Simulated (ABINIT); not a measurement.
# MgO (Fm-3m) in ABINIT: further runs

The runs below take MgO through band structure, with PBEsol, r2SCAN.

Everything below comes from runs of ABINIT 10.8.3 (patched build). Logs are shortened: lines on timing, memory, paths and dates and some standing lists are left out, and cuts for length are marked. The log counts tension as positive stress, the text compression.

**The experiment to reproduce.**

“Electronic structure of alkaline earth and post-transition metal oxides”, 2009, arxiv:0908.1581 quotes, for a bulk crystal of MgO: band gap 7.83 eV.

How close the calculation comes is told below.

### 1 The structure

The structure is cubic, space group Fm-3m (No. 225). Conventional cell: a = 4.194 Å, b = 4.194 Å, c = 4.194 Å, α = 90.00°, β = 90.00°, γ = 90.00°. Mg (site symmetry m-3m) is surrounded by 6 O at 2.10 Å. O (site symmetry m-3m) is surrounded by 6 Mg at 2.10 Å.

The cell is a database's computed one.

### 2 Band structure, PBEsol

run.abi

```
ndtset 2

pp_dirpath "./"
pseudos "Mg.upf, O.upf"

acell 3*1.0 Angstrom
rprim
     0.0000000000     2.0970013927     2.0970013927
     2.0970013927     0.0000000000     2.0970013927
     2.0970013927     2.0970013927     0.0000000000
ntypat 2
znucl 12 8
natom 2
typat 1 2
xred
     0.0000000000     0.0000000000     0.0000000000
     0.5000000000     0.5000000000     0.5000000000

ecut 46.0

ixc -116133

occopt 3
tsmear 0.05 eV

nstep 100

iomode 3
prtwf 0
prteig 0
prtebands 0
prtden1 1

kptopt1 1
ngkpt1 11 11 11
nshiftk1 1
shiftk1 0.0 0.0 0.0
nband1 12
tolvrs1 1.0e-10

iscf2 -2
getden2 1
nband2 18
nbdbuf2 4
tolwfr2 1.0e-11
kptopt2 -9
ndivsm2 5
prteig2 1
prtvol2 -3
kptbounds2
     0.0000000000     0.0000000000     0.0000000000
     0.5000000000     0.0000000000     0.5000000000
     0.5000000000     0.2500000000     0.7500000000
     0.3750000000     0.3750000000     0.7500000000
     0.0000000000     0.0000000000     0.0000000000
     0.5000000000     0.5000000000     0.5000000000
     0.6250000000     0.2500000000     0.6250000000
     0.5000000000     0.2500000000     0.7500000000
     0.5000000000     0.5000000000     0.5000000000
     0.3750000000     0.3750000000     0.7500000000
```

Potentials or basis: PseudoDojo NC SR PBEsol v0.4 stringent.

Launch:

```
abinit run.abi > log 2>&1
```

run.abo:

```text
.Version 10.8.3 of ABINIT
 DATASET    1 : space group Fm -3 m (#225); Bravais cF (face-center cubic)
================================================================================
 Values of the parameters that define the memory need for DATASET  1.
     intxc =       0    ionmov =       0      iscf =       7    lmnmax =       5
     lnmax =       5     mgfft =      36  mpssoang =       3    mqgrid =    3001
     natom =       2  nloc_mem =       1    nspden =       1   nspinor =       1
    nsppol =       1      nsym =      48    n1xccc =    2501    ntypat =       2
    occopt =       3   xclevel =       2
       mpw =        1874          nfft =       46656          nkpt =          56
================================================================================
================================================================================

 DATASET    2 : space group Fm -3 m (#225); Bravais cF (face-center cubic)
================================================================================
 Values of the parameters that define the memory need for DATASET  2.
     intxc =       0    ionmov =       0      iscf =      -2    lmnmax =       5
     lnmax =       5     mgfft =      36  mpssoang =       3    mqgrid =    3001
     natom =       2  nloc_mem =       1    nspden =       1   nspinor =       1
    nsppol =       1      nsym =      48    n1xccc =    2501    ntypat =       2
    occopt =       3   xclevel =       2
       mpw =        1880          nfft =       46656          nkpt =          87
================================================================================
================================================================================

--------------------------------------------------------------------------------
------------- Echo of variables that govern the present computation ------------
--------------------------------------------------------------------------------
 -outvars: echo values of preprocessed input variables --------
            acell      1.8897261259E+00  1.8897261259E+00  1.8897261259E+00 Bohr
              amu      2.43050000E+01  1.59994000E+01
             ecut      4.60000000E+01 Hartree
           getden1          0
           getden2          1
             iscf1          7
             iscf2         -2
              ixc     -116133
           jdtset        1    2
           kptopt1          1
           kptopt2         -9
         kptrlatt       11    0    0      0   11    0      0    0   11
          kptrlen1     6.16460521E+01
          kptrlen2     3.00000000E+01
            natom           2
            nband1         12
            nband2         18
           nbdbuf1          0
           nbdbuf2          4
           ndtset           2
           ndivsm1          0
           ndivsm2          5
[... 846 lines left out ...]
pressure_GPa: null
xred      :
- [  0.0000E+00,   0.0000E+00,   0.0000E+00, Mg]
- [  5.0000E-01,   5.0000E-01,   5.0000E-01,  O]
cartesian_forces: null
force_length_stats: {min: null, max: null, mean: null, }
...

 Integrated electronic density in atomic spheres:
 ------------------------------------------------
 Atom  Sphere_radius  Integrated_density
    1        2.00000          8.41806273
    2        2.00000          6.30896530
================================================================================

 ----iterations are completed or convergence reached----

 Mean square residual over all n,k,spin=   37.234E-13; max=  98.825E-13
 reduced coordinates (array xred) for    2 atoms
       0.000000000000      0.000000000000      0.000000000000
       0.500000000000      0.500000000000      0.500000000000

 cartesian coordinates (angstrom) at end:
    1      0.00000000000000     0.00000000000000     0.00000000000000
    2      2.09700139270000     2.09700139270000     2.09700139270000
 length scales=  1.889726125908  1.889726125908  1.889726125908 bohr
              =  1.000000000000  1.000000000000  1.000000000000 angstroms
 Eigenvalues (hartree) for nkpt=  87  k points:
 kpt#   1, nband= 18, wtk=  1.00000, kpt=  0.0000  0.0000  0.0000 (reduced coord)
  -2.46803   -1.25322   -1.25322   -1.25322   -0.45864    0.17400    0.17400    0.17400
   0.34973    0.75652    0.75652    0.75652    0.89386    0.97213    0.97213    1.07143
   1.07143    1.07143
 kpt#   2, nband= 18, wtk=  1.00000, kpt=  0.0357  0.0000  0.0357 (reduced coord)
  -2.46803   -1.25327   -1.25324   -1.25324   -0.45792    0.17000    0.17323    0.17323
   0.35422    0.74477    0.75818    0.75818    0.90881    0.95752    0.97360    1.07377
   1.07377    1.08479
 kpt#   3, nband= 18, wtk=  1.00000, kpt=  0.0714  0.0000  0.0714 (reduced coord)
  -2.46801   -1.25339   -1.25328   -1.25328   -0.45579    0.15917    0.17099    0.17099
   0.36651    0.71859    0.76303    0.76303    0.92600    0.94455    0.97801    1.08081
   1.08081    1.11250
 kpt#   4, nband= 18, wtk=  1.00000, kpt=  0.1071  0.0000  0.1071 (reduced coord)
  -2.46798   -1.25358   -1.25335   -1.25335   -0.45234    0.14399    0.16747    0.16747
   0.38417    0.68847    0.77070    0.77070    0.88921    0.98533    0.99062    1.09264
   1.09264    1.14262
 kpt#   5, nband= 18, wtk=  1.00000, kpt=  0.1429  0.0000  0.1429 (reduced coord)
[... 317 lines left out ...]
   0.53581    0.62063    0.65565    0.81881    0.88393    1.03956    1.15260    1.23962
   1.25617    1.36892
 kpt#  85, nband= 18, wtk=  1.00000, kpt=  0.4028  0.4028  0.6944 (reduced coord)
  -2.46759   -1.25574   -1.25493   -1.25395   -0.39979    0.03915    0.07606    0.13552
   0.54438    0.61889    0.64110    0.82835    0.86676    1.05676    1.18415    1.22527
   1.24485    1.40650
 kpt#  86, nband= 18, wtk=  1.00000, kpt=  0.3889  0.3889  0.7222 (reduced coord)
  -2.46758   -1.25559   -1.25512   -1.25402   -0.39870    0.04488    0.06913    0.13314
   0.54606    0.61724    0.63264    0.83616    0.85535    1.07850    1.19831    1.22123
   1.23379    1.45044
 kpt#  87, nband= 18, wtk=  1.00000, kpt=  0.3750  0.3750  0.7500 (reduced coord)
  -2.46757   -1.25561   -1.25511   -1.25408   -0.39819    0.04309    0.07231    0.13123
   0.54303    0.60912    0.63385    0.84200    0.85010    1.10332    1.18973    1.22398
   1.23408    1.48769

== END DATASET(S) ==============================================================
================================================================================

 -outvars: echo values of variables after computation  --------
            acell      1.8897261259E+00  1.8897261259E+00  1.8897261259E+00 Bohr
           etotal1    -7.5928637522E+01
            fcart1    -0.0000000000E+00 -0.0000000000E+00 -0.0000000000E+00
                      -0.0000000000E+00 -0.0000000000E+00 -0.0000000000E+00
            rprim      0.0000000000E+00  2.0970013927E+00  2.0970013927E+00
                       2.0970013927E+00  0.0000000000E+00  2.0970013927E+00
                       2.0970013927E+00  2.0970013927E+00  0.0000000000E+00
           strten1    -8.2941778279E-05 -8.2941778279E-05 -8.2941778279E-05
                       0.0000000000E+00  0.0000000000E+00  0.0000000000E+00
           xangst      0.0000000000E+00  0.0000000000E+00  0.0000000000E+00
                       2.0970013927E+00  2.0970013927E+00  2.0970013927E+00
             xred      0.0000000000E+00  0.0000000000E+00  0.0000000000E+00
                       5.0000000000E-01  5.0000000000E-01  5.0000000000E-01
 Calculation completed.
```

It took 56 s on 1 thread of Arm Neoverse V2, shared host; peak memory 0.11 GiB.

Results:

- Free energy: -2066.1235 eV
- Pressure: 2.4 GPa
- Band gap on the k mesh: 4.78 eV, direct
- Band gap along the path: 4.78 eV, direct
- Valence electrons inside the program's atomic spheres: Mg 8.42; O 6.31

Levels at the corners of the path, in eV from the valence-band top:
```tsv
point	band 4	band 5	band 6	band 7	band 8	band 9	band 10	band 11	band 12	band 13
Γ	-38.84	-17.22	0.00	0.00	0.00	4.78	15.85	15.85	15.85	19.59
X	-38.87	-15.60	-4.16	-1.37	-1.37	9.03	10.03	13.09	19.03	19.03
W	-38.87	-15.53	-3.02	-3.02	-1.81	11.62	11.62	12.25	15.58	22.06
K	-38.86	-15.57	-3.56	-2.77	-1.16	10.04	11.84	12.51	18.18	18.40
Γ	-38.84	-17.22	0.00	0.00	0.00	4.78	15.85	15.85	15.85	19.59
L	-38.85	-15.83	-4.72	-0.66	-0.66	7.84	12.65	16.32	16.32	21.07
U	-38.86	-15.57	-3.56	-2.77	-1.16	10.04	11.84	12.51	18.18	18.40
W	-38.87	-15.53	-3.02	-3.02	-1.81	11.62	11.62	12.25	15.58	22.06
L	-38.85	-15.83	-4.72	-0.66	-0.66	7.84	12.65	16.32	16.32	21.07
K	-38.86	-15.57	-3.56	-2.77	-1.16	10.04	11.84	12.51	18.18	18.40
```

### 3 Band structure, r2SCAN

Changes to run.abi since step 2:

```diff
@@ -1,6 +1,9 @@
+# Datasets: ground state, then fixed potential
 ndtset 2
 
+# Pseudopotentials
 pp_dirpath "./"
-pseudos "Mg.upf, O.upf"
+pseudos "Mg.LDA_PW-JTH.xml, O.LDA_PW-JTH.xml"
 
+# Structure
 acell 3*1.0 Angstrom
@@ -18,6 +21,12 @@
 
-ecut 46.0
+# Plane-wave basis
+ecut 761.918815 eV
+pawecutdg 50.0
 
-ixc -116133
+# Exchange and correlation
+ixc -497498
+usekden 1
+pawxcdev 0
 
+# Bands and occupations
 occopt 3
@@ -25,4 +34,6 @@
 
+# SCF cycle
 nstep 100
 
+# Output
 iomode 3
@@ -31,4 +42,10 @@
 prtebands 0
+enunit 1
 prtden1 1
+prtkden1 1
+prtvha1 1
+prtvclmb1 1
+prtpot1 1
 
+# Dataset 1
 kptopt1 1
@@ -38,6 +55,8 @@
 nband1 12
-tolvrs1 1.0e-10
+tolvrs1 1.0e-7
 
+# Dataset 2: bands along G-X-W-K-G-L-U-W-L-K
 iscf2 -2
 getden2 1
+getkden2 1
 nband2 18
@@ -46,5 +65,4 @@
 kptopt2 -9
-ndivsm2 5
+ndivsm2 6
 prteig2 1
-prtvol2 -3
 kptbounds2
```

Potentials or basis: JTH PAW LDA v2.0.

Launch:

```
abinit run.abi > log 2>&1
```

It took 2.5 min on 1 thread of Arm Neoverse V2, shared host; peak memory 0.13 GiB.

It converged, with:

- Free energy: -2156.4625 eV
- Pressure: 1.2 GPa
- Band gap on the k mesh: 5.78 eV, direct
- Band gap along the path: 5.78 eV, direct
- Valence electrons inside the program's atomic spheres: Mg 8.29; O 4.62

Levels at the corners of the path, in eV from the valence-band top:
```
point  band 4  band 5  band 6  band 7  band 8  band 9  band 10  band 11  band 12  band 13
    Γ  -39.99  -18.25    0.00    0.00    0.00    5.78    16.85    16.85    16.85    21.08
    X  -40.02  -16.74   -4.11   -1.38   -1.38   10.02    11.31    14.47    20.71    20.71
    W  -40.02  -16.67   -2.98   -2.98   -1.80   12.79    12.79    13.63    16.93    23.56
    K  -40.01  -16.71   -3.52   -2.73   -1.18   11.12    13.18    13.81    19.75    19.75
    Γ  -39.99  -18.25    0.00    0.00    0.00    5.78    16.85    16.85    16.85    21.08
    L  -40.00  -16.94   -4.65   -0.69   -0.69    8.92    14.00    17.66    17.66    22.69
    U  -40.01  -16.71   -3.52   -2.73   -1.18   11.12    13.18    13.81    19.75    19.75
    W  -40.02  -16.67   -2.98   -2.98   -1.80   12.79    12.79    13.63    16.93    23.56
    L  -40.00  -16.94   -4.65   -0.69   -0.69    8.92    14.00    17.66    17.66    22.69
    K  -40.01  -16.71   -3.52   -2.73   -1.18   11.12    13.18    13.81    19.75    19.75
```

Caveat: totals of a meta-GGA on PAW files have another zero than those of a GGA; the PAW data sets were made with another functional, which shifts forces and pressure a little.

### 4 Comparison with measurements

Step 2. Measured gap of MgO: 7.83 eV (quoted in “Electronic structure of alkaline earth and post-transition metal oxides”, 2009, arxiv:0908.1581). This calculation gives 4.78 eV (-3.05 eV). The value is that of PBEsol, without temperature or zero-point motion. Semilocal functionals fall short of measured gaps as a rule. The cell is a database's relaxed one, not the measured one, which moves gaps too.

Step 3. Measured gap of MgO: 7.83 eV (quoted in “Electronic structure of alkaline earth and post-transition metal oxides”, 2009, arxiv:0908.1581). This calculation gives 5.78 eV (-2.05 eV). The value is that of r2SCAN, without temperature or zero-point motion. The cell is a database's relaxed one, not the measured one, which moves gaps too.
